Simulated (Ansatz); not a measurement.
# Pb: the cost of one run

Method: DFT PBE, scalar-relativistic, in Ansatz 0.2.0.

**1. The starting structure**

The structure is hexagonal, space group P6_3/mmc (No. 194). Conventional cell: a = 3.480 Å, b = 3.480 Å, c = 5.590 Å, α = 90.00°, β = 90.00°, γ = 120.00°. Pb (site symmetry -6m2) is surrounded by 12 Pb at 3.44 to 3.48 Å.

Structure file:

```cif
data_structure
_symmetry_space_group_name_H-M 'P6_3/mmc'
_symmetry_Int_Tables_number 194
_cell_length_a 3.4800
_cell_length_b 3.4800
_cell_length_c 5.5900
_cell_angle_alpha 90.000
_cell_angle_beta 90.000
_cell_angle_gamma 120.000
_cell_volume 58.63
loop_
_atom_site_label
_atom_site_type_symbol
_atom_site_symmetry_multiplicity
_atom_site_Wyckoff_symbol
_atom_site_fract_x
_atom_site_fract_y
_atom_site_fract_z
_atom_site_occupancy
Pb1 Pb 2 c 0.33333 0.66667 0.25000 1
```

The file gives the conventional cell by its symmetry; the runs use the cell typed in the input.

Atoms are numbered in the order of the input: Pb1, Pb2.

**2. The deformed structure**

Space group P6_3/mmc before, P6_3/mmc after.

**3. Full-potential LAPW**

File input.yaml:

```yaml
crystal:
  lattice:
    - [3.4800006906, 0.0, 0.0]
    - [-1.7400003453, 3.0137690032, 0.0]
    - [0.0, 0.0, 5.7018]
  atoms:
    - { symbol: Pb, position: [0.3333333333, 0.6666666667, 0.25] }
    - { symbol: Pb, position: [0.6666666667, 0.3333333333, 0.75] }
kpoints:
  mp_grid: { grid: [12, 12, 7] }
  band_path:
    path:
      - [0.0, 0.0, 0.0]
      - [0.5, 0.0, 0.0]
      - [0.3333333333, 0.3333333333, 0.0]
      - [0.0, 0.0, 0.0]
      - [0.0, 0.0, 0.5]
      - [0.5, 0.0, 0.5]
      - [0.3333333333, 0.3333333333, 0.5]
      - [0.0, 0.0, 0.5]
      - [0.5, 0.0, 0.5]
    npoints: 5
scf:
  occupations: { method: fermi_dirac, width: 0.05 }
hamiltonian:
  xc: pbe
  pseudopotentials: { kind: all_electron, lapw: { basis_error: 0.0005 } }
output:
  forces: true
  stress: true
  eigenvalues: true
```

On the command line:

```bash
ansatz run input.yaml --threads 1 --pin off --max-ram 3072MiB --backend cpu --events-out ev --progress --plain --runs-dir out
```

Q: Estimate wall time and peak memory on 1 thread of Arm Neoverse V1, shared host.

About 39 s, with a peak of 0.43 GiB.
